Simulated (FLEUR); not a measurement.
# TaN (Pm-3m) in FLEUR: a series of runs, part 2 of 2

FLEUR MaX-R8.1 (later development tree). Earlier steps stand in the parts before.

## (3) Single point, r2SCAN+U, collinear spin, ferromagnetic start

inp.xml

```xml
<?xml version="1.0" encoding="UTF-8" standalone="no"?>
<fleurInput fleurInputVersion="0.39">
   <comment>
      TaN                                                                                                 
   </comment>
   <calculationSetup>
      <cutoffs Kmax="4.56" Gmax="14.1" GmaxXC="14.1" numbands="0"/>
      <scfLoop itmax="100" minDistance="0.0002" maxIterBroyd="50" imix="Anderson" alpha="0.05" precondParam="0.0" spinf="2.0" sdNocoIR="T"/>
      <coreElectrons ctail="F" frcor="F" kcrel="0" coretail_lmax="0"/>
      <xcFunctional name="LibXC" relativisticCorrections="F">
         <LibXCName exchange="mgga_x_r2scan" correlation="mgga_c_r2scan"/>
         <AuxGGA exchange="117" correlation="130"/>
      </xcFunctional>
      <magnetism jspins="2"/>
      <soc l_soc="F" theta="0.0" phi="0.0" spav="F"/>
      <expertModes spex="0" secvar="F"/>
      <geometryOptimization l_f="F" forcealpha="1.0" forcemix="BFGS" epsdisp="0.00001" epsforce="0.00001"/>
      <ldaU l_linMix="F" mixParam="0.05" spinf="1.0"/>
   </calculationSetup>
   <cell>
      <bzIntegration valenceElectrons="32.0" mode="gauss" fermiSmearingEnergy="0.00183747">
         <kPointListSelection listName="default-1"/>
         <!-- k-points included here -->
         <xi:include xmlns:xi="http://www.w3.org/2001/XInclude" href="kpts.xml"> </xi:include>
      </bzIntegration>
      <!-- symmetry operations included here -->
      <xi:include xmlns:xi="http://www.w3.org/2001/XInclude" href="sym.xml"> </xi:include>
      <bulkLattice scale="1.0">
         <bravaisMatrix>
            <row-1>    5.1633132222384779     0.0000000000000000     0.0000000000000000</row-1>
            <row-2>    0.0000000000000000     5.1633132222384779     0.0000000000000000</row-2>
            <row-3>    0.0000000000000000     0.0000000000000000     5.1633132222384779</row-3>
         </bravaisMatrix>
      </bulkLattice>
   </cell>
   <atomSpecies>
      <species name="Tantalum (2.001" element="Ta" atomicNumber="73">
         <mtSphere radius="2.39" gridPoints="791" logIncrement="0.017"/>
         <atomicCutoffs lmax="10" lnonsphr="10"/>
         <electronConfig flipSpins="F">
            <coreConfig>(1s1/2) (2s1/2) (2p1/2) (2p3/2) (3s1/2) (3p1/2) (3p3/2) (4s1/2) (3d3/2) (3d5/2) (4p1/2) (4p3/2) (4d3/2) (4d5/2)</coreConfig>
            <valenceConfig>(5s1/2) (5p1/2) (5p3/2) (6s1/2) (4f5/2) (4f7/2) (5d3/2) (5d5/2)</valenceConfig>
            <stateOccupation state="(5d3/2)" spinUp="0.7005" spinDown="0.4995"/>
            <stateOccupation state="(5d5/2)" spinUp="1.8" spinDown="0.0"/>
         </electronConfig>
         <energyParameters s="6" p="6" d="5" f="4"/>
         <ldaU l="2" U="3" J="0.7" l_amf="F"/>
         <lo type="SCLO" l="0" n="5" eDeriv="0"/>
         <lo type="SCLO" l="1" n="5" eDeriv="0"/>
         <lo type="SCLO" l="3" n="4" eDeriv="2"/>
      </species>
      <species name="Nitrogen (N)" element="N" atomicNumber="7">
         <mtSphere radius="1.58" gridPoints="523" logIncrement="0.02"/>
         <atomicCutoffs lmax="8" lnonsphr="8"/>
         <electronConfig flipSpins="F">
            <coreConfig>(1s1/2)</coreConfig>
            <valenceConfig>(2s1/2) (2p1/2) (2p3/2)</valenceConfig>
            <stateOccupation state="(2p1/2)" spinUp="0.500000" spinDown="0.500000"/>
            <stateOccupation state="(2p3/2)" spinUp="1.000000" spinDown="1.000000"/>
         </electronConfig>
         <energyParameters s="2" p="2" d="3" f="4"/>
         <lo type="SCLO" l="0" n="2" eDeriv="2"/>
         <lo type="SCLO" l="1" n="2" eDeriv="2"/>
         <lo type="SCLO" l="2" n="3" eDeriv="2"/>
      </species>
   </atomSpecies>
   <atomGroups>
      <atomGroup species="Tantalum (2.001">
         <relPos label="                   1">.0000000000 .0000000000 .0000000000</relPos>
         <force calculate="T" relaxXYZ="TTT"/>
      </atomGroup>
      <atomGroup species="Nitrogen (N)">
         <relPos label="                   2">1.000/2.000 1.000/2.000 1.000/2.000</relPos>
         <force calculate="T" relaxXYZ="TTT"/>
      </atomGroup>
   </atomGroups>
   <output dos="F" band="F" slice="F">
      <checks vchk="F" cdinf="F"/>
      <bandDOS minEnergy="-.5*Htr" maxEnergy="0.5*Htr" sigma="0.015" storeEVData="T"/>
      <vacuumDOS vacdos="F" integ="F" star="F" nstars="0" locx1="0.0" locy1="0.0" locx2="0.0" locy2="0.0" nstm="0" tworkf="0.0"/>
      <unfoldingBand unfoldBand="F" supercellX="1" supercellY="1" supercellZ="1"/>
      <plotting iplot="0" polar="F">
         <plot TwoD="T" vec1="  1.0  0.0  0.0" vec2="  0.0  1.0  0.0" vec3="  0.0  0.0  1.0" zero="  0.0  0.0  0.0" file="plot"/>
      </plotting>
      <chargeDensitySlicing numkpt="0" minEigenval="0.0" maxEigenval="0.0" nnne="0" pallst="F"/>
      <specialOutput eonly="F"/>
      <moessbauerParams electricFieldGradient="T" isomerShift="T" coreHyperfine="T" valenceHyperfine="T"/>
      <magneticCircularDichroism mcd="F" energyLo="-10.0" energyUp="0.0"/>
   </output>
  <!-- We include the file relax.xml here to enable relaxations (see documentation) -->
  <xi:include xmlns:xi="http://www.w3.org/2001/XInclude" href="relax.xml"> <xi:fallback/> </xi:include>
</fleurInput>
```

crystal.txt

```
TaN
&input cartesian=F /
2.7323076900  0.0000000000  0.0000000000
0.0000000000  2.7323076900  0.0000000000
0.0000000000  0.0000000000  2.7323076900
1.8897261246
1.0 1.0 1.0

2
73 0.0000000000  0.0000000000  0.0000000000 : 2.001
7 0.5000000000  0.5000000000  0.5000000000

&kpt div1=7 div2=7 div3=7 gamma=T /
```

Potentials or basis: all-electron, FLAPW.

The run is started by

```bash
$ inpgen -f crystal.txt -profile fastHighL
$ # inp.xml edited to the form shown
$ fleur_MPI
```

Output:

```text
Welcome to FLEUR        (www.flapw.de)
      MaX-Release 8.1          (www.max-centre.eu)
 func_ids         498         497         498         497
 MetaGGA potential functional detected - V_tau will be computed
 Auxiliary Potential for radial basis: exchange=         117  correlation=         130
The functional 'Re-regularized SCAN exchange by Furness et al' is an exchange functional, it belongs to the 'MGGA' family and is defined in the reference(s):
[1] J. W. Furness, A. D. Kaplan, J. Ning, J. P. Perdew, and J. Sun.,  J. Phys. Chem. Lett. 11, 8208-8215 (2020)
[2] J. W. Furness, A. D. Kaplan, J. Ning, J. P. Perdew, and J. Sun.,  J. Phys. Chem. Lett. 11, 9248-9248 (2020)
The functional 'Re-regularized SCAN correlation by Furness et al' is a correlation functional, it belongs to the 'MGGA' family and is defined in the reference(s):
[1] J. W. Furness, A. D. Kaplan, J. Ning, J. P. Perdew, and J. Sun.,  J. Phys. Chem. Lett. 11, 8208-8215 (2020)
[2] J. W. Furness, A. D. Kaplan, J. Ning, J. P. Perdew, and J. Sun.,  J. Phys. Chem. Lett. 11, 9248-9248 (2020)
 Using same functional for VXC and EXC

 ========== k-point set info ==========
 Selected k-point list: default-1
 k-point list type: mesh
 7 x 7 x 7
 Number of k points: 20

 ------------Calculation Setup---------------------------
 Number of MPI-tasks      :            1
 Number of PE/node        :            1
 Number of OMP-threads    :            1
 Most efficient MPI parallelization for:
           1           2           4           5          10          20
 Additional eigenvalue parallelization possible
 Number of basis functions:          293
 Approximate size of matrices (H+S) per k-point:         0.001 GB
 --------------------------------------------------------
The functional 'Hammer, Hansen, and Norskov' is an exchange functional, it belongs to the 'GGA' family and is defined in the reference(s):
[1] B. Hammer, L. B. Hansen, and J. K. Nørskov.,  Phys. Rev. B 59, 7413 (1999)
The functional 'Perdew, Burke & Ernzerhof' is a correlation functional, it belongs to the 'GGA' family and is defined in the reference(s):
[1] J. P. Perdew, K. Burke, and M. Ernzerhof.,  Phys. Rev. Lett. 77, 3865 (1996)
[2] J. P. Perdew, K. Burke, and M. Ernzerhof.,  Phys. Rev. Lett. 78, 1396 (1997)
 Using same functional for VXC and EXC
 Using auxiliary GGA potential for the first iteration of MetaGGA calculation.
 no density matrix found ... skipping LDA+U
 Reset of history
 Reset of history
 Reset of history
 Iteration:     1   Distance:      68.95118054 me/bohr^3
The functional 'Hammer, Hansen, and Norskov' is an exchange functional, it belongs to the 'GGA' family and is defined in the reference(s):
[1] B. Hammer, L. B. Hansen, and J. K. Nørskov.,  Phys. Rev. B 59, 7413 (1999)
The functional 'Perdew, Burke & Ernzerhof' is a correlation functional, it belongs to the 'GGA' family and is defined in the reference(s):
[1] J. P. Perdew, K. Burke, and M. Ernzerhof.,  Phys. Rev. Lett. 77, 3865 (1996)
[2] J. P. Perdew, K. Burke, and M. Ernzerhof.,  Phys. Rev. Lett. 78, 1396 (1997)
 Using same functional for VXC and EXC
 Iteration:     2   Distance:      64.93489676 me/bohr^3
The functional 'Hammer, Hansen, and Norskov' is an exchange functional, it belongs to the 'GGA' family and is defined in the reference(s):
[1] B. Hammer, L. B. Hansen, and J. K. Nørskov.,  Phys. Rev. B 59, 7413 (1999)
The functional 'Perdew, Burke & Ernzerhof' is a correlation functional, it belongs to the 'GGA' family and is defined in the reference(s):
[1] J. P. Perdew, K. Burke, and M. Ernzerhof.,  Phys. Rev. Lett. 77, 3865 (1996)
[2] J. P. Perdew, K. Burke, and M. Ernzerhof.,  Phys. Rev. Lett. 78, 1396 (1997)
 Using same functional for VXC and EXC
 Iteration:     3   Distance:      61.08915107 me/bohr^3
The functional 'Hammer, Hansen, and Norskov' is an exchange functional, it belongs to the 'GGA' family and is defined in the reference(s):
[1] B. Hammer, L. B. Hansen, and J. K. Nørskov.,  Phys. Rev. B 59, 7413 (1999)
The functional 'Perdew, Burke & Ernzerhof' is a correlation functional, it belongs to the 'GGA' family and is defined in the reference(s):
[1] J. P. Perdew, K. Burke, and M. Ernzerhof.,  Phys. Rev. Lett. 77, 3865 (1996)
[2] J. P. Perdew, K. Burke, and M. Ernzerhof.,  Phys. Rev. Lett. 78, 1396 (1997)
 Using same functional for VXC and EXC
 Iteration:     4   Distance:      30.46922077 me/bohr^3
The functional 'Hammer, Hansen, and Norskov' is an exchange functional, it belongs to the 'GGA' family and is defined in the reference(s):
[1] B. Hammer, L. B. Hansen, and J. K. Nørskov.,  Phys. Rev. B 59, 7413 (1999)
The functional 'Perdew, Burke & Ernzerhof' is a correlation functional, it belongs to the 'GGA' family and is defined in the reference(s):
[1] J. P. Perdew, K. Burke, and M. Ernzerhof.,  Phys. Rev. Lett. 77, 3865 (1996)
[2] J. P. Perdew, K. Burke, and M. Ernzerhof.,  Phys. Rev. Lett. 78, 1396 (1997)
 Using same functional for VXC and EXC
 Iteration:     5   Distance:      30.41228712 me/bohr^3
The functional 'Hammer, Hansen, and Norskov' is an exchange functional, it belongs to the 'GGA' family and is defined in the reference(s):
[1] B. Hammer, L. B. Hansen, and J. K. Nørskov.,  Phys. Rev. B 59, 7413 (1999)
The functional 'Perdew, Burke & Ernzerhof' is a correlation functional, it belongs to the 'GGA' family and is defined in the reference(s):
[1] J. P. Perdew, K. Burke, and M. Ernzerhof.,  Phys. Rev. Lett. 77, 3865 (1996)
[2] J. P. Perdew, K. Burke, and M. Ernzerhof.,  Phys. Rev. Lett. 78, 1396 (1997)
 Using same functional for VXC and EXC
 Iteration:     6   Distance:       4.76469358 me/bohr^3
The functional 'Hammer, Hansen, and Norskov' is an exchange functional, it belongs to the 'GGA' family and is defined in the reference(s):
[1] B. Hammer, L. B. Hansen, and J. K. Nørskov.,  Phys. Rev. B 59, 7413 (1999)
The functional 'Perdew, Burke & Ernzerhof' is a correlation functional, it belongs to the 'GGA' family and is defined in the reference(s):
[1] J. P. Perdew, K. Burke, and M. Ernzerhof.,  Phys. Rev. Lett. 77, 3865 (1996)
[2] J. P. Perdew, K. Burke, and M. Ernzerhof.,  Phys. Rev. Lett. 78, 1396 (1997)
 Using same functional for VXC and EXC
[... 54 lines left out ...]
[2] J. P. Perdew, K. Burke, and M. Ernzerhof.,  Phys. Rev. Lett. 78, 1396 (1997)
 Using same functional for VXC and EXC
 Iteration:    15   Distance:       0.01085667 me/bohr^3
The functional 'Hammer, Hansen, and Norskov' is an exchange functional, it belongs to the 'GGA' family and is defined in the reference(s):
[1] B. Hammer, L. B. Hansen, and J. K. Nørskov.,  Phys. Rev. B 59, 7413 (1999)
The functional 'Perdew, Burke & Ernzerhof' is a correlation functional, it belongs to the 'GGA' family and is defined in the reference(s):
[1] J. P. Perdew, K. Burke, and M. Ernzerhof.,  Phys. Rev. Lett. 77, 3865 (1996)
[2] J. P. Perdew, K. Burke, and M. Ernzerhof.,  Phys. Rev. Lett. 78, 1396 (1997)
 Using same functional for VXC and EXC
 Iteration:    16   Distance:       0.00605566 me/bohr^3
The functional 'Hammer, Hansen, and Norskov' is an exchange functional, it belongs to the 'GGA' family and is defined in the reference(s):
[1] B. Hammer, L. B. Hansen, and J. K. Nørskov.,  Phys. Rev. B 59, 7413 (1999)
The functional 'Perdew, Burke & Ernzerhof' is a correlation functional, it belongs to the 'GGA' family and is defined in the reference(s):
[1] J. P. Perdew, K. Burke, and M. Ernzerhof.,  Phys. Rev. Lett. 77, 3865 (1996)
[2] J. P. Perdew, K. Burke, and M. Ernzerhof.,  Phys. Rev. Lett. 78, 1396 (1997)
 Using same functional for VXC and EXC
 Iteration:    17   Distance:       0.00298010 me/bohr^3
The functional 'Hammer, Hansen, and Norskov' is an exchange functional, it belongs to the 'GGA' family and is defined in the reference(s):
[1] B. Hammer, L. B. Hansen, and J. K. Nørskov.,  Phys. Rev. B 59, 7413 (1999)
The functional 'Perdew, Burke & Ernzerhof' is a correlation functional, it belongs to the 'GGA' family and is defined in the reference(s):
[1] J. P. Perdew, K. Burke, and M. Ernzerhof.,  Phys. Rev. Lett. 77, 3865 (1996)
[2] J. P. Perdew, K. Burke, and M. Ernzerhof.,  Phys. Rev. Lett. 78, 1396 (1997)
 Using same functional for VXC and EXC
 Iteration:    18   Distance:       0.00201637 me/bohr^3
The functional 'Hammer, Hansen, and Norskov' is an exchange functional, it belongs to the 'GGA' family and is defined in the reference(s):
[1] B. Hammer, L. B. Hansen, and J. K. Nørskov.,  Phys. Rev. B 59, 7413 (1999)
The functional 'Perdew, Burke & Ernzerhof' is a correlation functional, it belongs to the 'GGA' family and is defined in the reference(s):
[1] J. P. Perdew, K. Burke, and M. Ernzerhof.,  Phys. Rev. Lett. 77, 3865 (1996)
[2] J. P. Perdew, K. Burke, and M. Ernzerhof.,  Phys. Rev. Lett. 78, 1396 (1997)
 Using same functional for VXC and EXC
 Iteration:    19   Distance:       0.00014438 me/bohr^3

 ********************************************************************
 Run finished successfully
 Stop message:
   all done
 ********************************************************************
```

Wall time 51 s (1 thread of Arm Neoverse V1, shared host); peak memory 0.14 GiB.

What came out:

```
Free energy                                           : -426663.8467 eV
Net moment                                            : 0.21 μB per cell
Site moments                                          : Ta +0.16; N +0.01 μB
Valence electrons inside the program's atomic spheres : Ta 24.63; N 3.92 (radii Ta 2.39, N 1.58 bohr)
```

Eigenvalues of the final occupation matrices:
| site | spin | trace | eigenvalues |
| --- | --- | --- | --- |
| atom type 1 | 1 | 1.18 | 0.13 0.13 0.13 0.39 0.39 |
| atom type 1 | 2 | 1.04 | 0.13 0.13 0.13 0.33 0.33 |

Core levels (eV from the Fermi level):
| atom | levels |
| --- | --- |
| 1 Ta | 1s1/2 -67279.1, 2s1/2 -11548.9, 2p1/2 -11034.9, 2p3/2 -9764.7, 3s1/2 -2643.1, 3p1/2 -2415.1, 3p3/2 -2141.6, 4s1/2 -536.3, 3d3/2 -1757.7, 3d5/2 -1698.2, 4p1/2 -442.4, 4p3/2 -379.4, 4d3/2 -225.4, 4d5/2 -213.8 |
| 2 N | 1s1/2 -378.5 |

Caveat: with Gaussian smearing the program prints no entropy term, so the energy of a metal isn't a free energy; the meta-GGA is that of a development version, with a GGA for the radial functions and cores and without core tails. The run has no spin-orbit coupling, so splittings on Ta are missing.
